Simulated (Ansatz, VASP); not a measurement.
## AlN in VASP and in Ansatz

```
Al N
1.0
     0.00000    1.97138    1.97138
     1.97138    0.00000    1.97138
     1.97138    1.97138    0.00000
Al N
1 1
Cartesian
  0.0000 0.0000 0.0000
  1.9714 1.9714 1.9714
```

Change from the starting cell: volume scaled by 0.99.

Alike in both runs: task single point; functional PBE; k mesh 10 × 10 × 10; occupations fermi-dirac, width 0.02 eV; no spin polarisation.

|  | VASP | Ansatz |
| --- | --- | --- |
| version | VASP 6.6.1 | Ansatz 0.2.0 |
| potentials or method | VASP PAW PBE potentials, release 64 (Al, N), cutoff 520 eV | all-electron LAPW, scalar-relativistic |

|  | VASP | Ansatz | Ansatz less VASP |
| --- | --- | --- | --- |
| gap on the k mesh at the Fermi level (eV) | 5.17 | 5.17 | +0.001 |
| pressure (GPa) | 28.8 | 29.1 | +0.28 |

Ansatz ran all-electron here, so the differences hold the error of VASP's frozen core and of both bases.

Caveats: so large a pressure means that the cell lies far from this level's equilibrium, or that cutoff or potentials fall short (VASP). A k mesh can miss the band edges.
